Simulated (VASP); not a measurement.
# MgS (Niningerite) (Fm-3m) in VASP: settings compared

The runs below take MgS (Niningerite) through band structure, equation of state, with r2SCAN, TB-mBJ, HSE06.

Program: VASP 6.6.1. These are calculated values, not measurements. Logs are shortened: lines on timing, memory, paths and dates and some standing lists are left out, and cuts for length are marked.

## Step 1: Starting point

Symmetry: Fm-3m, No. 225, cubic system. Conventional cell: a = 5.203 Å, b = 5.203 Å, c = 5.203 Å, α = 90.00°, β = 90.00°, γ = 90.00°. Around S (site symmetry m-3m) lie 6 Mg at 2.60 Å. Around Mg (site symmetry m-3m) lie 6 S at 2.60 Å.

## Step 2: Band structure, r2SCAN

INCAR

```
  PREC = Accurate
  ENCUT = 520
  EDIFF = 1E-7
  ISMEAR = 0
  SIGMA = 0.02
  LREAL = False
  LASPH = True
  NELM = 80
  ALGO = Normal
  ISIF = 2
  LWAVE = False
  LCHARG = False
  METAGGA = R2SCAN
  LMIXTAU = True
```

KPOINTS

```
regular mesh
0
Gamma
  10 10 10
```

POSCAR

```
MgS
1.0
    0.0000000000      2.6016500000      2.6016500000
    2.6016500000      0.0000000000      2.6016500000
    2.6016500000      2.6016500000      0.0000000000
S Mg
1 1
Direct
    0.5000000000      0.5000000000      0.5000000000
    0.0000000000      0.0000000000      0.0000000000
```

KPOINTS_OPT

```
path GXWKGLUWLK,UX
15
line-mode
reciprocal
 0.0000000000  0.0000000000  0.0000000000  G
 0.5000000000  0.0000000000  0.5000000000  X

 0.5000000000  0.0000000000  0.5000000000  X
 0.5000000000  0.2500000000  0.7500000000  W

 0.5000000000  0.2500000000  0.7500000000  W
 0.3750000000  0.3750000000  0.7500000000  K

 0.3750000000  0.3750000000  0.7500000000  K
 0.0000000000  0.0000000000  0.0000000000  G

 0.0000000000  0.0000000000  0.0000000000  G
 0.5000000000  0.5000000000  0.5000000000  L

 0.5000000000  0.5000000000  0.5000000000  L
 0.6250000000  0.2500000000  0.6250000000  U

 0.6250000000  0.2500000000  0.6250000000  U
 0.5000000000  0.2500000000  0.7500000000  W

 0.5000000000  0.2500000000  0.7500000000  W
 0.5000000000  0.5000000000  0.5000000000  L

 0.5000000000  0.5000000000  0.5000000000  L
 0.3750000000  0.3750000000  0.7500000000  K

 0.6250000000  0.2500000000  0.6250000000  U
 0.5000000000  0.0000000000  0.5000000000  X
```

Potentials or basis: VASP PAW PBE potentials, release 64 (S, Mg).

The run is started by

```sh
$ cat potpaw_PBE.64/S/POTCAR potpaw_PBE.64/Mg/POTCAR > POTCAR
$ mpirun -np 1 vasp_std > vasp.out
```

OUTCAR:

```text
PREC = Accurate
   ENCUT = 520
   EDIFF = 1E-7
   ISMEAR = 0
   LREAL = False
   LASPH = True
   NELM = 80
   ISIF = 2
   METAGGA = R2SCAN

 ion  position               nearest neighbor table
   1  0.500  0.500  0.500-   2 2.60   2 2.60   2 2.60   2 2.60   2 2.60   2 2.60
   2  0.000  0.000  0.000-   1 2.60   1 2.60   1 2.60   1 2.60   1 2.60   1 2.60

  LATTYP: Found a face centered cubic cell.
 ALAT       =     5.2033000000

  Lattice vectors:

 A1 = (   0.0000000000,   2.6016500000,   2.6016500000)
 A2 = (   2.6016500000,   0.0000000000,   2.6016500000)
 A3 = (   2.6016500000,   2.6016500000,   0.0000000000)

Analysis of symmetry for initial positions (statically):
=====================================================================
 Subroutine PRICEL returns:
 Original cell was already a primitive cell.

 Routine SETGRP: Setting up the symmetry group for a
 face centered cubic supercell.

 Subroutine GETGRP returns: Found 48 space group operations
 (whereof 48 operations were pure point group operations)
 out of a pool of 48 trial point group operations.

The static configuration has the point symmetry O_h .

Analysis of symmetry for dynamics (positions and initial velocities):
=====================================================================
 Subroutine PRICEL returns:
 Original cell was already a primitive cell.

 Routine SETGRP: Setting up the symmetry group for a
 face centered cubic supercell.

 Subroutine GETGRP returns: Found 48 space group operations
 (whereof 48 operations were pure point group operations)
 out of a pool of 48 trial point group operations.

The dynamic configuration has the point symmetry O_h .

 Subroutine INISYM returns: Found 48 space group operations
 (whereof 48 operations are pure point group operations),
 and found     1 'primitive' translations

----------------------------------------------------------------------------------------

                                     Primitive cell

  volume of cell :      35.2190

  direct lattice vectors                    reciprocal lattice vectors
     0.000000000  2.601650000  2.601650000    -0.192185728  0.192185728  0.192185728
     2.601650000  0.000000000  2.601650000     0.192185728 -0.192185728  0.192185728
     2.601650000  2.601650000  0.000000000     0.192185728  0.192185728 -0.192185728

  length of vectors
     3.679288715  3.679288715  3.679288715     0.332875446  0.332875446  0.332875446

  position of ions in fractional coordinates (direct lattice)
     0.500000000  0.500000000  0.500000000
     0.000000000  0.000000000  0.000000000

  ion indices of the primitive-cell ions
   primitive index   ion index
                 1           1
                 2           2

----------------------------------------------------------------------------------------

 KPOINTS: regular mesh

Automatic generation of k-mesh.
 Grid dimensions read from file:
 generate k-points for:   10   10   10

 Generating k-lattice:

  Cartesian coordinates                     Fractional coordinates (reciprocal lattice)
    -0.019218573  0.019218573  0.019218573     0.100000000  0.000000000  0.000000000
     0.019218573 -0.019218573  0.019218573     0.000000000  0.100000000  0.000000000
     0.019218573  0.019218573 -0.019218573     0.000000000  0.000000000  0.100000000

  Length of vectors
     0.033287545  0.033287545  0.033287545

  Shift w.r.t. Gamma in fractional coordinates (k-lattice)
     0.000000000  0.000000000  0.000000000

 Subroutine IBZKPT returns following result:
 ===========================================

 Found     47 irreducible k-points:

 Following reciprocal coordinates:
            Coordinates               Weight
  0.000000  0.000000  0.000000      1.000000
  0.100000  0.000000  0.000000      8.000000
  0.200000  0.000000  0.000000      8.000000
  0.300000  0.000000  0.000000      8.000000
  0.400000  0.000000  0.000000      8.000000
  0.500000  0.000000  0.000000      4.000000
[... 16 lines left out ...]
  0.300000  0.300000  0.000000      6.000000
  0.400000  0.300000  0.000000     24.000000
 [... further k-points ...]
   k-points           NKPTS =     47   k-points in BZ     NKDIM =     47   number of bands    NBANDS=      8
   number of dos      NEDOS =    301   number of ions     NIONS =      2
   total plane-waves  NPLWV =  21952
   dimension x,y,z NGX =    28 NGY =   28 NGZ =   28
   dimension x,y,z NGXF=    56 NGYF=   56 NGZF=   56
   ions per type =               1   1
   NGX,Y,Z   is equivalent  to a cutoff of  12.65, 12.65, 12.65 a.u.
   NGXF,Y,Z  is equivalent  to a cutoff of  25.30, 25.30, 25.30 a.u.
 SYSTEM =  unknown system
   PREC   = accura    normal or accurate (medium, high low for compatibility)
   ISTART =      0    job   : 0-new  1-cont  2-samecut
   ICHARG =      2    charge: 1-file 2-atom 10-const
   ISPIN  =      1    spin polarized calculation?
   LNONCOLLINEAR =      F non collinear calculations
   LSORBIT =      F    spin-orbit coupling
   LASPH  =      T    aspherical Exc in radial PAW
   ENCUT  =  520.0 eV  38.22 Ry    6.18 a.u.   6.84  6.84  6.84*2*pi/ulx,y,z
   NELM   =     80;   NELMIN=  2; NELMDL= -5     # of ELM steps
   EDIFF  = 0.1E-06   stopping-criterion for ELM
   LREAL  =      F    real-space projection
   EDIFFG = 0.1E-05   stopping-criterion for IOM
   NSW    =      0    number of steps for IOM
   IBRION =     -1    ionic relax: 0-MD 1-quasi-New 2-CG
   NFREE  =      0    steps in history (QN), initial steepest desc. (CG)
   ISIF   =      2    stress and relaxation
   ISYM   =      2    0-nonsym 1-usesym 2-fastsym
   POTIM  = 0.5000    time-step for ionic-motion
   TEBEG  =    0.0;   TEEND  =   0.0 temperature during run
   PSTRESS=    0.0 pullay stress
   NELECT =       8.0000    total number of electrons
   NUPDOWN=      -1.0000    fix difference up-down
   EMIN   =  10.00;   EMAX   =-10.00  energy-range for DOS
   EFERMI =   0.00;   METHOD = LEGACY
   ISMEAR =     0;   SIGMA  =   0.02  broadening in eV -4-tet -1-fermi 0-gaus
   EFERMI_NEDOS =   21; number of points for ismear=-14 and -15
   IALGO  =     38    algorithm
   IMIX   =      4    mixing-type and parameters
     AMIX     =   0.40;   BMIX     =  1.00
     AMIX_MAG =   1.60;   BMIX_MAG =  1.00
  volume/ion in A,a.u.               =      17.61       118.83
  Fermi-wavevector in a.u.,A,eV,Ry     =   0.998878  1.887606 13.575323  0.997758
  Thomas-Fermi vector in A             =   2.131131
   LORBIT       =      0    0 simple, 1 ext, 2 COOP (PROOUT), +10 PAW based schemes
   METAGGA = R2SCAN    functional components
   LHFCALC =     F    Hartree Fock is set to
   AEXX    =    0.0000 exact exchange contribution
   IVDW    =     0    specifies the selected vdW correction
   LEPSILON=     F    determine dielectric tensor
   LRPA    =     F    only Hartree local field effects (RPA)
 non-spin polarized calculation
 Gauss-broadening in eV      SIGMA  =   0.02
  energy-cutoff  :      520.00
  volume of cell :       35.22
 maximum number of plane-waves:       962
   NGX = 13   NGY = 13   NGZ = 13

 number of electron       8.0000000 magnetization

 Free energy of the ion-electron system (eV)
  ---------------------------------------------------
  ext. energy  EPLUGINS =         0.00000000
  ---------------------------------------------------
  free energy    TOTEN  =       -15.51063361 eV

  energy without entropy =      -15.51063361  energy(sigma->0) =      -15.51063361

 E-fermi :   3.6506     XC(G=0): -10.0900

 val. band max:        3.4927444910   @ k =   0.0000   0.0000   0.0000
 cond. band min:       6.9265553606   @ k =   0.5000   0.5000   0.0000
 fundamental gap:      3.4338108697
 Fermi energy:         3.6506334311

 k-point     1 :       0.0000    0.0000    0.0000
  band No.  band energies     occupation
      1      -9.6901      2.00000
      2       3.4927      2.00000
      3       3.4927      2.00000
      4       3.4927      2.00000
      5       8.1077      0.00000
      6      12.0237      0.00000
      7      12.0237      0.00000
      8      12.0237      0.00000

 k-point     2 :       0.1000    0.0000    0.0000
  band No.  band energies     occupation
      1      -9.5900      2.00000
      2       2.7989      2.00000
      3       3.4232      2.00000
      4       3.4232      2.00000
      5       8.6561      0.00000
      6      11.7957      0.00000
      7      12.2179      0.00000
      8      12.2179      0.00000

 k-point     3 :       0.2000    0.0000    0.0000
  band No.  band energies     occupation
      1      -9.3080      2.00000
      2       1.4119      2.00000
      3       3.2533      2.00000
      4       3.2533      2.00000
      5       9.2284      0.00000
      6      12.0446      0.00000
      7      12.2030      0.00000
      8      12.2030      0.00000

 k-point     4 :       0.3000    0.0000    0.0000
  band No.  band energies     occupation
      1      -8.9080      2.00000
      2       0.0293      2.00000
      3       3.0637      2.00000
      4       3.0637      2.00000
      5       9.0699      0.00000
      6      11.6170      0.00000
      7      11.6171      0.00000
      8      13.3374      0.00000

 k-point     5 :       0.4000    0.0000    0.0000
  band No.  band energies     occupation
      1      -8.5245      2.00000
      2      -0.9958      2.00000
      3       2.9236      2.00000
      4       2.9236      2.00000
      5       8.8091      0.00000
      6      11.1575      0.00000
      7      11.1575      0.00000
      8      14.5055      0.00000
[... 177 lines left out ...]
 k-point    22 :      -0.2000    0.2000    0.0000
  band No.  band energies     occupation
      1      -8.7781      2.00000
      2       0.2829      2.00000
      3       1.8175      2.00000
      4       3.1084      2.00000
      5      10.4381      0.00000
      6      11.5034      0.00000
      7      11.5245      0.00000
      8      12.0167      0.00000

 k-point    23 :       0.3000    0.3000    0.0000
  band No.  band energies     occupation
      1      -8.6667      2.00000
      2       0.3924      2.00000
      3       2.2532      2.00000
      4       2.2532      2.00000
      5       8.4924      0.00000
      6       9.2376      0.00000
      7      13.5237      0.00000
      8      15.2207      0.00000

 k-point    24 :       0.4000    0.3000    0.0000
  band No.  band energies     occupation
      1      -8.3761      2.00000
      2      -0.1402      2.00000
      3       1.8278      2.00000
      4       2.0937      2.00000
      5       8.0959      0.00000
      6       9.2806      0.00000
      7      13.8938      0.00000
      8      14.7466      0.00000

 [... further k-points ...]

------------------------ aborting loop because EDIFF is reached ----------------------------------------

  FORCE on cell =-STRESS in cart. coord.  units (eV):
  Direction    XX          YY          ZZ          XY          YZ          ZX
  --------------------------------------------------------------------------------------
  -------------------------------------------------------------------------------------
  Total       -0.1062586     -0.1062586     -0.1062586      0.0000000      0.0000000     -0.0000000
  in kB       -4.8339056     -4.8339056     -4.8339056      0.0000000      0.0000000     -0.0000000
  external PRESSURE =      -4.8339056 kB  Pullay stress =       0.0000000 kB

 VOLUME and BASIS-vectors are now :
 -----------------------------------------------------------------------------
  energy-cutoff  :      520.00
  volume of cell :       35.22
      direct lattice vectors                 reciprocal lattice vectors
     0.000000000  2.601650000  2.601650000    -0.192185728  0.192185728  0.192185728
     2.601650000  0.000000000  2.601650000     0.192185728 -0.192185728  0.192185728
     2.601650000  2.601650000  0.000000000     0.192185728  0.192185728 -0.192185728

 POSITION                                       TOTAL-FORCE (eV/Angst)
 -----------------------------------------------------------------------------------
      2.60165      2.60165      2.60165        -0.000000      0.000000     -0.000000
      0.00000      0.00000      0.00000         0.000000     -0.000000      0.000000
 -----------------------------------------------------------------------------------
    total drift:                                0.000000      0.000000      0.000000

  FREE ENERGIE OF THE ION-ELECTRON SYSTEM (eV)
  ---------------------------------------------------
  free  energy   TOTEN  =       -15.5106336138 eV

  energy  without entropy=      -15.5106336138  energy(sigma->0) =      -15.51063361
```

It took 2 min on 1 thread of Intel Xeon Platinum 8375C at 2.90GHz (Ice Lake), shared host; peak memory 0.18 GiB.

Results:

```
Free energy             : -15.5106 eV
Pressure                : -0.5 GPa
Band gap on the k mesh  : 3.43 eV, indirect (least direct gap 4.61 eV)
Band gap along the path : 3.43 eV, indirect (least direct gap 4.61 eV)
```

Levels at the corners of the path, in eV from the valence-band top:
```tsv
point	band 1	band 2	band 3	band 4	band 5	band 6	band 7	band 8
Γ	-13.18	0.00	0.00	0.00	4.61	8.53	8.53	8.53
X	-11.47	-4.27	-1.73	-1.73	3.43	4.93	13.14	13.49
X	-11.47	-4.27	-1.73	-1.73	3.43	4.93	13.14	13.49
W	-11.42	-3.28	-3.28	-2.35	5.90	8.63	8.63	8.81
W	-11.42	-3.28	-3.28	-2.35	5.90	8.63	8.63	8.81
K	-11.47	-3.76	-3.20	-1.40	4.54	7.34	10.43	10.94
K	-11.47	-3.76	-3.20	-1.40	4.54	7.34	10.43	10.94
Γ	-13.18	0.00	0.00	0.00	4.61	8.53	8.53	8.53
Γ	-13.18	0.00	0.00	0.00	4.61	8.53	8.53	8.53
L	-11.85	-4.88	-0.62	-0.62	5.22	7.50	7.50	11.23
L	-11.85	-4.88	-0.62	-0.62	5.22	7.50	7.50	11.23
U	-11.47	-3.76	-3.20	-1.40	4.54	7.34	10.43	10.94
U	-11.47	-3.76	-3.20	-1.40	4.54	7.34	10.43	10.94
W	-11.42	-3.28	-3.28	-2.35	5.90	8.63	8.63	8.81
W	-11.42	-3.28	-3.28	-2.35	5.90	8.63	8.63	8.81
L	-11.85	-4.88	-0.62	-0.62	5.22	7.50	7.50	11.23
L	-11.85	-4.88	-0.62	-0.62	5.22	7.50	7.50	11.23
K	-11.47	-3.76	-3.20	-1.40	4.54	7.34	10.43	10.94
U	-11.47	-3.76	-3.20	-1.40	4.54	7.34	10.43	10.94
X	-11.47	-4.27	-1.73	-1.73	3.43	4.93	13.14	13.49
```

Caveat: the PAW data sets were made with another functional, which shifts forces and pressure a little.

## Step 3: Band structure, TB-mBJ

POSCAR is that of step 2.

INCAR.step1

```
  PREC = Accurate
  ENCUT = 520
  EDIFF = 1E-5
  ISMEAR = 0
  SIGMA = 0.02
  LREAL = False
  LASPH = True
  NELM = 80
  ALGO = Normal
  ISIF = 2
  LWAVE = True
  LCHARG = False
  GGA = PE
```

INCAR.step2

```
  PREC = Accurate
  ENCUT = 520
  EDIFF = 1E-7
  ISMEAR = 0
  SIGMA = 0.02
  LREAL = False
  LASPH = True
  NELM = 80
  ALGO = Normal
  ISIF = 2
  LWAVE = False
  LCHARG = False
  METAGGA = MBJ
  ISTART = 1
```

KPOINTS is that of step 2.

KPOINTS_OPT is that of step 2.

Potentials or basis: VASP PAW PBE potentials, release 64 (S, Mg).

The run is started by

```sh
$ cat potpaw_PBE.64/S/POTCAR potpaw_PBE.64/Mg/POTCAR > POTCAR
$ cp INCAR.step1 INCAR
$ mpirun -np 1 vasp_std > vasp.out
$ cp INCAR.step2 INCAR
$ mpirun -np 1 vasp_std > vasp.out
```

Run time: 72 s. Hardware: 1 thread of Intel Xeon Platinum 8375C at 2.90GHz (Ice Lake), shared host; peak memory 0.17 GiB.

It converged, with:

```yaml
Band_gap_on_the_k_mesh: 4.00 eV, indirect (least direct gap 5.08 eV)
Band_gap_along_the_path: 4.00 eV, indirect (least direct gap 5.08 eV)
```

Levels at the corners of the path, in eV from the valence-band top:
```csv
point,band 1,band 2,band 3,band 4,band 5,band 6,band 7,band 8
Γ,-12.54,0.00,0.00,0.00,5.08,8.79,8.79,8.79
X,-10.99,-3.86,-1.55,-1.55,4.00,5.38,13.23,13.53
X,-10.99,-3.86,-1.55,-1.55,4.00,5.38,13.23,13.53
W,-10.96,-2.94,-2.94,-2.06,6.24,8.83,8.83,9.18
W,-10.96,-2.94,-2.94,-2.06,6.24,8.83,8.83,9.18
K,-11.00,-3.38,-2.85,-1.26,5.04,7.59,10.68,11.04
K,-11.00,-3.38,-2.85,-1.26,5.04,7.59,10.68,11.04
Γ,-12.54,0.00,0.00,0.00,5.08,8.79,8.79,8.79
Γ,-12.54,0.00,0.00,0.00,5.08,8.79,8.79,8.79
L,-11.34,-4.40,-0.57,-0.57,5.66,7.88,7.88,11.50
L,-11.34,-4.40,-0.57,-0.57,5.66,7.88,7.88,11.50
U,-11.00,-3.38,-2.85,-1.26,5.04,7.59,10.68,11.04
U,-11.00,-3.38,-2.85,-1.26,5.04,7.59,10.68,11.04
W,-10.96,-2.94,-2.94,-2.06,6.24,8.83,8.83,9.18
W,-10.96,-2.94,-2.94,-2.06,6.24,8.83,8.83,9.18
L,-11.34,-4.40,-0.57,-0.57,5.66,7.88,7.88,11.50
L,-11.34,-4.40,-0.57,-0.57,5.66,7.88,7.88,11.50
K,-11.00,-3.38,-2.85,-1.26,5.04,7.59,10.68,11.04
U,-11.00,-3.38,-2.85,-1.26,5.04,7.59,10.68,11.04
X,-10.99,-3.86,-1.55,-1.55,4.00,5.38,13.23,13.53
```

Caveat: the PAW data sets were made with another functional, which shifts forces and pressure a little.

## Step 4: Equation of state, HSE06, 16.76 Å³/atom (a relaxed cell with its volume scaled by 0.96)

POSCAR

```
MgS                                     
1.0
    0.0000000000      2.5588932599      2.5588932599
    2.5588932599      0.0000000000      2.5588932599
    2.5588932599      2.5588932599     -0.0000000000
  S               Mg            
     1     1
Direct
     0.5000000000000000    0.5000000000000000    0.5000000000000000
     0.0000000000000000    0.0000000000000000    0.0000000000000000
```

INCAR.step1

```
SYSTEM = MgS
PREC = Accurate ; ENCUT = 520
EDIFF = 1E-5 ; ISMEAR = 0
SIGMA = 0.02 ; LREAL = .False.
LASPH = .True. ; NELM = 80
ALGO = Normal ; ISIF = 2
LWAVE = .True. ; LCHARG = .False.
GGA = PE ; KPAR = 4
```

INCAR.step2

```
SYSTEM = MgS
PREC = Accurate ; ENCUT = 520
EDIFF = 1E-6 ; ISMEAR = 0
SIGMA = 0.02 ; LREAL = .False.
LASPH = .True. ; NELM = 80
ALGO = Normal ; ISIF = 2
LWAVE = .False. ; LCHARG = .False.
GGA = PE ; LHFCALC = .True.
HFSCREEN = 0.2 ; PRECFOCK = Fast
ISTART = 1 ; KPAR = 4
```

KPOINTS

```
Automatic mesh
0
Gamma
  6 6 6
  0 0 0
```

The run is started by

```sh
$ cat potpaw_PBE.64/S/POTCAR potpaw_PBE.64/Mg/POTCAR > POTCAR
$ cp INCAR.step1 INCAR
$ mpirun -np 4 vasp_std > vasp.out
$ cp INCAR.step2 INCAR
$ mpirun -np 4 vasp_std > vasp.out
```

Wall time 61 s (4 MPI ranks of AMD EPYC 7R13 (Zen 3), shared host); peak memory 0.22 GiB.

The run converged. Its results:

| Item | Value |
| --- | --- |
| Free energy | -9.8925 eV |
| Pressure | 3.6 GPa |
| Band gap on the k mesh | 3.89 eV, indirect (least direct gap 5.25 eV) |

Caveat: the PAW data sets were made with another functional, which shifts forces and pressure a little.

[end of part 1 of 2]
